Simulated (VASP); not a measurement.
## A VASP 6.6.1 single-point calculation on InSb

INCAR

```
IBRION = -1
ENCUT = 520
PREC = Accurate
LASPH = .TRUE.
LREAL = .FALSE.
GGA = PE
MAGMOM = -0.5 0.5
NSW = 0
ISMEAR = -4
NBANDS = 16
ISPIN = 2
NELM = 72
SIGMA = 0.005
ISIF = 2
LWAVE = .FALSE.
LCHARG = .FALSE.
EDIFF = 1E-7
NELMIN = 8
```

KPOINTS

```
KPOINTS created by Atomic Simulation Environment
0
Gamma
6 6 6
0 0 0
```

POSCAR

```
In Sb
 1.0000000000000000
     0.0000000000000000    3.2795130145000000    3.3162435602999998
     3.2795130145000000    0.0000000000000000    3.3162435602999998
     3.2795130145000000    3.2795130145000000    0.0000000000000000
 In  Sb
   1   1
Cartesian
  0.0000000000000000  0.0000000000000000  0.0000000000000000
  1.6397565072500004  1.6397565072500004  1.6581217801499999
```

The recommended PBE PAW datasets give the neutral cell 18 valence electrons.

Command

```
mpirun -np 1 vasp_std
```

Question: How does this run end, and what does it give?

Answer: It converged. Results: pressure 1.0 GPa; magnetic moment of the cell 0.00 μB.

OSZICAR

```
N       E                     dE             d eps       ncg     rms          rms(c)
DAV:   1     0.112404568476E+03    0.11240E+03   -0.78576E+03  1920   0.110E+03
DAV:   2     0.393545537778E+00   -0.11201E+03   -0.10861E+03  2168   0.278E+02
DAV:   3    -0.676608419585E+01   -0.71596E+01   -0.71365E+01  2392   0.724E+01
DAV:   4    -0.696333105394E+01   -0.19725E+00   -0.19721E+00  2416   0.140E+01
DAV:   5    -0.697551707744E+01   -0.12186E-01   -0.12186E-01  2912   0.293E+00    0.466E+00
DAV:   6    -0.693039055283E+01    0.45127E-01   -0.17583E-01  2728   0.580E+00    0.247E+00
DAV:   7    -0.692435604097E+01    0.60345E-02   -0.58802E-02  2440   0.216E+00    0.136E+00
DAV:   8    -0.692516003374E+01   -0.80399E-03   -0.11487E-02  2296   0.753E-01    0.587E-01
DAV:   9    -0.692557770155E+01   -0.41767E-03   -0.16444E-03  2448   0.362E-01    0.273E-01
DAV:  10    -0.692612320148E+01   -0.54550E-03   -0.65920E-04  2352   0.200E-01    0.925E-02
DAV:  11    -0.692633151199E+01   -0.20831E-03   -0.18113E-04  2344   0.108E-01    0.340E-02
DAV:  12    -0.692638607783E+01   -0.54566E-04   -0.43555E-05  2432   0.381E-02    0.188E-02
DAV:  13    -0.692640514168E+01   -0.19064E-04   -0.21389E-05  2296   0.249E-02    0.133E-02
DAV:  14    -0.692640686582E+01   -0.17241E-05   -0.18000E-06  2592   0.992E-03    0.621E-03
DAV:  15    -0.692640735282E+01   -0.48699E-06   -0.31688E-07  2312   0.365E-03    0.108E-03
DAV:  16    -0.692640737750E+01   -0.24681E-07   -0.18780E-07  2208   0.311E-03
   1 F= -.69264074E+01 E0= -.69264074E+01  d E =0.000000E+00  mag=     0.0000
```

For comparison, a separate PBE run of the intended cell, on usual settings and not on those above, gives a gap of 0.00 eV on its mesh and a pressure of 1.0 GPa.
